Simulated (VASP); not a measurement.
# Ce (Im-3m) in VASP: notebook

The runs below take Ce through single point, with PBE.

All numbers are computed with VASP 6.6.1; they aren't measurements. Logs are shortened: lines on timing, memory, paths and dates and some standing lists are left out, and cuts for length are marked.

### 1 Starting point

The structure is cubic, space group Im-3m (No. 229). The conventional cell has a = 3.887 Å, b = 3.887 Å, c = 3.887 Å, α = 90.00°, β = 90.00°, γ = 90.00°. Ce (site symmetry m-3m) has 8 Ce at 3.37 Å as nearest neighbours.

This isn't the form of Ce at room conditions, which is fcc.

### 2 Single point, PBE, collinear spin, ferromagnetic start

File INCAR:

```
PREC     = Accurate       # precision mode
ENCUT    = 450            # plane-wave cutoff, eV
EDIFF    = 1E-5           # SCF threshold, eV
ISMEAR   = 0              # smearing method
SIGMA    = 0.2            # smearing width, eV
LREAL    = F              # projectors in reciprocal space
LASPH    = T              # aspherical terms in the spheres
NELM     = 100            # most SCF steps
ALGO     = Normal         # electronic algorithm
ISIF     = 2              # what is computed and relaxed
LWAVE    = F              # write WAVECAR
LCHARG   = F              # write CHGCAR
ISPIN    = 2              # spin polarisation
MAGMOM   = 1              # initial moments
LORBIT   = 11             # projections on sites
LMAXMIX  = 6              # l up to which the mixer works
GGA      = PE             # functional
NBANDS   = 16             # bands
ADDGRID  = F
```

File KPOINTS:

```
regular mesh
0
Gamma
  9 9 9
```

File POSCAR:

```
Ce
1.0
   -1.9824590000      1.9831840000      1.9962140000
    1.9307920000     -1.9490850000      1.9104480000
    1.9370660000      1.9036920000     -1.9621150000
Ce
1
Direct
   -0.0084250000     -0.0182580000     -0.0014360000
```

Potentials or basis: VASP PAW PBE potentials, release 64 (Ce).

On the command line:

```bash
> cat potpaw_PBE.64/Ce/POTCAR > POTCAR
> mpirun -np 1 vasp_std > vasp.out
```

OUTCAR:

```text
PREC = Accurate
   ENCUT = 450
   EDIFF = 1E-5
   ISMEAR = 0
   LREAL = F
   LASPH = T
   NELM = 100
   ISIF = 2
   ISPIN = 2
   LORBIT = 11
   GGA = PE

 Found    365 irreducible k-points:

 Following reciprocal coordinates:
            Coordinates               Weight
  0.000000  0.000000  0.000000      1.000000
  0.111111  0.000000 -0.000000      2.000000
  0.222222  0.000000  0.000000      2.000000
  0.333333  0.000000 -0.000000      2.000000
  0.444444  0.000000  0.000000      2.000000
  0.000000  0.111111  0.000000      2.000000
   k-points           NKPTS =    365   k-points in BZ     NKDIM =    365   number of bands    NBANDS=     16
   number of dos      NEDOS =    301   number of ions     NIONS =      1
   total plane-waves  NPLWV =  13824
   dimension x,y,z NGX =    24 NGY =   24 NGZ =   24
   dimension x,y,z NGXF=    48 NGYF=   48 NGZF=   48
   ions per type =               1
   NGX,Y,Z   is equivalent  to a cutoff of  11.59, 11.93, 11.91 a.u.
   NGXF,Y,Z  is equivalent  to a cutoff of  23.18, 23.87, 23.82 a.u.
 SYSTEM =  unknown system
   PREC   = accura    normal or accurate (medium, high low for compatibility)
   ISTART =      0    job   : 0-new  1-cont  2-samecut
   ICHARG =      2    charge: 1-file 2-atom 10-const
   ISPIN  =      2    spin polarized calculation?
   LNONCOLLINEAR =      F non collinear calculations
   LSORBIT =      F    spin-orbit coupling
   LASPH  =      T    aspherical Exc in radial PAW
   ENCUT  =  450.0 eV  33.07 Ry    5.75 a.u.   5.95  5.78  5.80*2*pi/ulx,y,z
   NELM   =    100;   NELMIN=  2; NELMDL= -5     # of ELM steps
   EDIFF  = 0.1E-04   stopping-criterion for ELM
   LREAL  =      F    real-space projection
   EDIFFG = 0.1E-03   stopping-criterion for IOM
   NSW    =      0    number of steps for IOM
   IBRION =     -1    ionic relax: 0-MD 1-quasi-New 2-CG
   NFREE  =      0    steps in history (QN), initial steepest desc. (CG)
   ISIF   =      2    stress and relaxation
   ISYM   =      2    0-nonsym 1-usesym 2-fastsym
   POTIM  = 0.5000    time-step for ionic-motion
   TEBEG  =    0.0;   TEEND  =   0.0 temperature during run
   PSTRESS=    0.0 pullay stress
   NELECT =      12.0000    total number of electrons
   NUPDOWN=      -1.0000    fix difference up-down
   EMIN   =  10.00;   EMAX   =-10.00  energy-range for DOS
   EFERMI =   0.00;   METHOD = LEGACY
   ISMEAR =     0;   SIGMA  =   0.20  broadening in eV -4-tet -1-fermi 0-gaus
   EFERMI_NEDOS =   21; number of points for ismear=-14 and -15
   IALGO  =     38    algorithm
   IMIX   =      4    mixing-type and parameters
     AMIX     =   0.40;   BMIX     =  1.00
     AMIX_MAG =   1.60;   BMIX_MAG =  1.00
  volume/ion in A,a.u.               =      29.35       198.10
  Fermi-wavevector in a.u.,A,eV,Ry     =   1.214998  2.296014 20.085205  1.476221
  Thomas-Fermi vector in A             =   2.350400
   LORBIT       =     11    0 simple, 1 ext, 2 COOP (PROOUT), +10 PAW based schemes
   GGA     = PE    functional components
   LHFCALC =     F    Hartree Fock is set to
   AEXX    =    0.0000 exact exchange contribution
   IVDW    =     0    specifies the selected vdW correction
   LEPSILON=     F    determine dielectric tensor
   LRPA    =     F    only Hartree local field effects (RPA)
 spin polarized calculation
 Gauss-broadening in eV      SIGMA  =   0.20
  energy-cutoff  :      450.00
  volume of cell :       29.35
 maximum number of plane-waves:       652
   NGX = 11   NGY = 11   NGZ = 11

 number of electron      12.0000000 magnetization       0.8547932

 Free energy of the ion-electron system (eV)
  ---------------------------------------------------
  ext. energy  EPLUGINS =         0.00000000
  ---------------------------------------------------
  free energy    TOTEN  =        -5.73851368 eV

  energy without entropy =       -5.63559282  energy(sigma->0) =       -5.68705325

 E-fermi :   8.2627     XC(G=0): -10.7821

 val. band max:        8.2625868126   @ k =  -0.2222  -0.4444   0.2222
 cond. band min:       8.2638629565   @ k =   0.2222  -0.2222   0.4444
 fundamental gap:      0.0012761439
 Fermi energy:         8.2627226193

 spin component 1

 k-point     1 :       0.0000    0.0000    0.0000
  band No.  band energies     occupation
      1     -26.5208      1.00000
      2      -8.1474      1.00000
      3      -8.0452      1.00000
      4      -8.0243      1.00000
      5       5.0565      1.00000
      6       8.2117      0.64078
[... 8 lines left out ...]
     15      10.1950      0.00000
     16      12.6295      0.00000

 k-point     2 :       0.1111    0.0000   -0.0000
  band No.  band energies     occupation
      1     -26.4792      1.00000
      2      -8.3963      1.00000
      3      -8.1460      1.00000
      4      -8.0487      1.00000
      5       5.5336      1.00000
      6       8.1202      0.84320
[... 8 lines left out ...]
     15      10.7594      0.00000
     16      12.3544      0.00000

 k-point     3 :       0.2222    0.0000    0.0000
  band No.  band energies     occupation
      1     -26.3726      1.00000
      2      -9.0690      1.00000
      3      -8.3422      1.00000
      4      -8.0604      1.00000
      5       6.3949      1.00000
      6       8.0856      0.89482
[... 8 lines left out ...]
     15      12.2515      0.00000
     16      12.3189      0.00000

 k-point     4 :       0.3333    0.0000   -0.0000
  band No.  band energies     occupation
      1     -26.2475      1.00000
      2      -9.7656      1.00000
      3      -8.5450      1.00000
      4      -8.0740      1.00000
      5       6.3988      1.00000
      6       7.9657      0.98215
[... 8 lines left out ...]
     15      12.7878      0.00000
     16      13.4355      0.00000

 k-point     5 :       0.4444    0.0000    0.0000
  band No.  band energies     occupation
      1     -26.1630      1.00000
      2     -10.1877      1.00000
      3      -8.6711      1.00000
      4      -8.0832      1.00000
      5       6.1355      1.00000
      6       7.8327      0.99882
[... 8 lines left out ...]
     15      13.0355      0.00000
     16      13.8014      0.00000

 k-point     6 :       0.0000    0.1111    0.0000
  band No.  band energies     occupation
      1     -26.4742      1.00000
      2      -8.3366      1.00000
      3      -8.1979      1.00000
      4      -8.0887      1.00000
      5       5.5525      1.00000
      6       8.1271      0.83115
[... 8 lines left out ...]
     15      10.4749      0.00000
     16      12.2561      0.00000

 [... further k-points ...]

 spin component 2

 k-point     1 :       0.0000    0.0000    0.0000
  band No.  band energies     occupation
      1     -26.1937      1.00000
      2      -7.8581      1.00000
      3      -7.7487      1.00000
      4      -7.7259      1.00000
      5       5.3722      1.00000
      6       8.6882      0.00131
[... 8 lines left out ...]
     15      10.4993      0.00000
     16      12.8095      0.00000

 k-point     2 :       0.1111    0.0000   -0.0000
  band No.  band energies     occupation
      1     -26.1520      1.00000
      2      -8.1052      1.00000
      3      -7.8488      1.00000
      4      -7.7527      1.00000
      5       5.8499      1.00000
      6       8.5723      0.01429
[... 8 lines left out ...]
     15      11.0710      0.00000
     16      12.5585      0.00000

 k-point     3 :       0.2222    0.0000    0.0000
  band No.  band energies     occupation
      1     -26.0448      1.00000
      2      -8.7760      1.00000
      3      -8.0458      1.00000
      4      -7.7652      1.00000
      5       6.7125      1.00000
      6       8.5060      0.04269
[... 8 lines left out ...]
     15      12.5405      0.00000
     16      12.5804      0.00000

 k-point     4 :       0.3333    0.0000   -0.0000
  band No.  band energies     occupation
      1     -25.9192      1.00000
      2      -9.4720      1.00000
      3      -8.2484      1.00000
      4      -7.7798      1.00000
      5       6.7069      1.00000
      6       8.3291      0.31939
[... 8 lines left out ...]
     15      13.0408      0.00000
     16      13.6565      0.00000

 k-point     5 :       0.4444    0.0000    0.0000
  band No.  band energies     occupation
      1     -25.8343      1.00000
      2      -9.8941      1.00000
      3      -8.3743      1.00000
      4      -7.7896      1.00000
      5       6.4335      1.00000
      6       8.1673      0.75011
[... 8 lines left out ...]
     15      13.2947      0.00000
     16      14.0221      0.00000

 k-point     6 :       0.0000    0.1111    0.0000
  band No.  band energies     occupation
      1     -26.1470      1.00000
      2      -8.0380      1.00000
      3      -7.9071      1.00000
      4      -7.7931      1.00000
      5       5.8668      1.00000
      6       8.5859      0.01114
[... 8 lines left out ...]
     15      10.8066      0.00000
     16      12.4613      0.00000

 [... further k-points ...]

------------------------ aborting loop because EDIFF is reached ----------------------------------------

  FORCE on cell =-STRESS in cart. coord.  units (eV):
  Direction    XX          YY          ZZ          XY          YZ          ZX
  --------------------------------------------------------------------------------------
  -------------------------------------------------------------------------------------
  Total       -0.3304584     -0.2498184     -0.1729552      0.0564624     -0.0452388      0.0662563
  in kB      -18.0363519    -13.6350363     -9.4398589      3.0817043     -2.4691259      3.6162560
  external PRESSURE =     -13.7037490 kB  Pullay stress =       0.0000000 kB

 VOLUME and BASIS-vectors are now :
 -----------------------------------------------------------------------------
  energy-cutoff  :      450.00
  volume of cell :       29.35
      direct lattice vectors                 reciprocal lattice vectors
    -1.982459000  1.983184000  1.996214000     0.006384800  0.255123769  0.253830615
     1.930792000 -1.949085000  1.910448000     0.262015728  0.000784005  0.259431410
     1.937066000  1.903692000 -1.962115000     0.261612011  0.260320847  0.001187722

 POSITION                                       TOTAL-FORCE (eV/Angst)
 -----------------------------------------------------------------------------------
      1.86407      1.95394      1.89567         0.000000      0.000000      0.000000
 -----------------------------------------------------------------------------------
    total drift:                                0.000000      0.000001     -0.000000

  FREE ENERGIE OF THE ION-ELECTRON SYSTEM (eV)
  ---------------------------------------------------
  free  energy   TOTEN  =        -5.7385136805 eV

  energy  without entropy=       -5.6355928171  energy(sigma->0) =       -5.68705325

 total charge

# of ion       s       p       d       f       tot
--------------------------------------------------
    1        2.080   5.585   1.147   0.993   9.806

 magnetization (x)

# of ion       s       p       d       f       tot
--------------------------------------------------
    1        0.004   0.005   0.125   0.552   0.686
```

Run time: 1.7 min. Hardware: 1 thread of Intel Xeon 6975P-C (Granite Rapids), shared host; peak memory 0.34 GiB.

These settings aren't checked as converged: the numbers below hold their error.

Results:

- Free energy: -5.7385 eV
- Pressure: -1.4 GPa
- Band gap on the k mesh: none (metal or under the smearing width)
- Net moment: 0.85 μB per cell
- Site moments: Ce +0.69 μB
- Valence electrons inside the program's atomic spheres: Ce 9.81

Caveat: the magnetic or orbital state may not be the lowest; spin-orbit coupling is left out, which moves the levels of the heavy elements.

### 3 Single point, PBE, collinear spin, ferromagnetic start

This run uses another cell than the first one, of the same volume but with other edges.

INCAR: that of step 2 with these lines changed.

```diff
@@ -2,3 +2,3 @@
 ENCUT    = 450            # plane-wave cutoff, eV
-EDIFF    = 1E-5           # SCF threshold, eV
+EDIFF    = 1E-6           # SCF threshold, eV
 ISMEAR   = 0              # smearing method
@@ -18,2 +18,2 @@
 NBANDS   = 16             # bands
-ADDGRID  = F
+ADDGRID  = T
```

KPOINTS is that of step 2.

File POSCAR:

```
Ce
1.0
   -1.9432985503      1.9432985503      1.9432985503
    1.9432985503     -1.9432985503      1.9432985503
    1.9432985503      1.9432985503     -1.9432985503
Ce
1
Direct
    0.0000000000      0.0000000000      0.0000000000
```

Potentials or basis: VASP PAW PBE potentials, release 64 (Ce).

On the command line:

```bash
> cat potpaw_PBE.64/Ce/POTCAR > POTCAR
> mpirun -np 1 vasp_std > vasp.out
```

Run time: 27 s. Hardware: 1 thread of Intel Xeon 6975P-C (Granite Rapids), shared host; peak memory 0.26 GiB.

These settings aren't checked as converged: the numbers below hold their error.

Results:

- Free energy: -5.7401 eV
- Pressure: -1.2 GPa
- Band gap on the k mesh: none (metal or under the smearing width)
- Net moment: 0.86 μB per cell
- Site moments: Ce +0.69 μB
- Valence electrons inside the program's atomic spheres: Ce 9.80

Caveat: the magnetic or orbital state may not be the lowest; spin-orbit coupling is left out, which moves the levels of the heavy elements.

### 4 For comparison

An earlier run on the cell as given: functional PBE; potentials or basis VASP PAW PBE potentials, release 64 (Ce); cutoff 520 eV; k mesh 10 × 10 × 10; occupations fermi-dirac, width 0.05 eV; collinear spin, ferromagnetic start; starting moments [1.0] μB.

- Pressure: -0.8 GPa
- Band gap on the k mesh: none (metal or under the smearing width)
- Net moment: 1.00 μB per cell
- Site moments: Ce +0.79 μB
- Valence electrons inside the program's atomic spheres: Ce 9.81
